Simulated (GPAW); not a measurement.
The system is BAs.

```
As B
1.0
     0.00000    2.38850    2.38850
     2.38850    0.00000    2.38850
     2.38850    2.38850    0.00000
As B
1 1
Direct
  0.75000 0.75000 0.75000
  0.00000 0.00000 0.00000
```

```yaml
Program: GPAW 26.7.0
Task: relaxation of cell and atoms
Functional: RPBE
Dispersion: D4
Potentials_or_basis: the program's PAW data sets (release 1.2.1) made for this functional
Cutoff: 800 eV
Basis: pw
k_mesh: 10 × 10 × 10
Occupations: fermi-dirac, width 0.05 eV
Spin: no spin polarisation
```

At the start: pressure -4.2 GPa; volume 13.63 Å³/atom.

**Question.** How do energy, volume and symmetry change on relaxing?

**Answer.** Over 4 steps the energy falls by 5.2 meV/atom and the volume is 13.22 Å³/atom (-3.0 %); space group F-43m (No. 216, to 0.05 Å).

The path:
| step | energy change (eV) | largest force (eV/Å) | pressure (GPa) | volume (Å³) |
| --- | --- | --- | --- | --- |
| 1 | 0.0000 | 0.0000 | -4.18 | 27.25 |
| 2 | -0.0046 | 0.0000 | -3.19 | 27.05 |
| 3 | -0.0103 | 0.0000 | 0.13 | 26.41 |
| 4 | -0.0104 | 0.0000 | 0.00 | 26.44 |

Final structure:
```cif
data_structure
_symmetry_space_group_name_H-M 'P 1'
_symmetry_Int_Tables_number 1
_cell_length_a 3.3438
_cell_length_b 3.3438
_cell_length_c 3.3438
_cell_angle_alpha 60.000
_cell_angle_beta 60.000
_cell_angle_gamma 60.000
_cell_volume 26.44
loop_
_atom_site_label
_atom_site_type_symbol
_atom_site_fract_x
_atom_site_fract_y
_atom_site_fract_z
_atom_site_occupancy
As1 As 0.75000 0.75000 0.75000 1
B1 B 0.00000 0.00000 0.00000 1
```

Caveat: later steps reuse the first step's grids.
